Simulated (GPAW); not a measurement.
Crystal: SiMo3.

```
Mo Si
1.0
     4.88900    0.00000    0.00000
     0.00000    4.88900    0.00000
     0.00000    0.00000    4.88900
Mo Si
6 2
Direct
  0.00000 0.50000 0.25000
  0.00000 0.50000 0.75000
  0.50000 0.25000 0.00000
  0.75000 0.00000 0.50000
  0.50000 0.75000 0.00000
  0.25000 0.00000 0.50000
  0.50000 0.50000 0.50000
  0.00000 0.00000 0.00000
```

| Quantity | Value |
| --- | --- |
| Program | GPAW 26.7.0 |
| Task | relaxation of cell and atoms |
| Functional | PBEsol |
| Dispersion | D4 |
| Potentials or basis | PAW data sets generated in the run's folder for this functional |
| Cutoff | 600 eV |
| Basis | pw |
| k mesh | 4 × 4 × 4 |
| Occupations | fermi-dirac, width 0.05 eV |
| Spin | no spin polarisation |

At the start: pressure -7.1 GPa; volume 14.61 Å³/atom.

Problem. How do energy, volume and symmetry change on relaxing?

Solution. Over 3 steps the energy falls by 8.7 meV/atom and the volume is 14.20 Å³/atom (-2.8 %); space group Pm-3n (No. 223, to 0.05 Å).

The path:
```tsv
step	energy change (eV)	largest force (eV/Å)	pressure (GPa)	volume (Å³)
1	0.0000	0.0001	-7.13	116.86
2	-0.0166	0.0001	-6.28	116.45
3	-0.0696	0.0003	0.19	113.59
```

Final structure:
```cif
data_structure
_symmetry_space_group_name_H-M 'P 1'
_symmetry_Int_Tables_number 1
_cell_length_a 4.8430
_cell_length_b 4.8430
_cell_length_c 4.8430
_cell_angle_alpha 90.000
_cell_angle_beta 90.000
_cell_angle_gamma 90.000
_cell_volume 113.59
loop_
_atom_site_label
_atom_site_type_symbol
_atom_site_fract_x
_atom_site_fract_y
_atom_site_fract_z
_atom_site_occupancy
Mo1 Mo 0.00000 0.50000 0.25000 1
Mo2 Mo 0.00000 0.50000 0.75000 1
Mo3 Mo 0.50000 0.25000 0.00000 1
Mo4 Mo 0.75000 0.00000 0.50000 1
Mo5 Mo 0.50000 0.75000 0.00000 1
Mo6 Mo 0.25000 0.00000 0.50000 1
Si1 Si 0.50000 0.50000 0.50000 1
Si2 Si 0.00000 0.00000 0.00000 1
```

Caveat: later steps reuse the first step's grids; pairwise dispersion overbinds metals, which lowers pressure and volume.
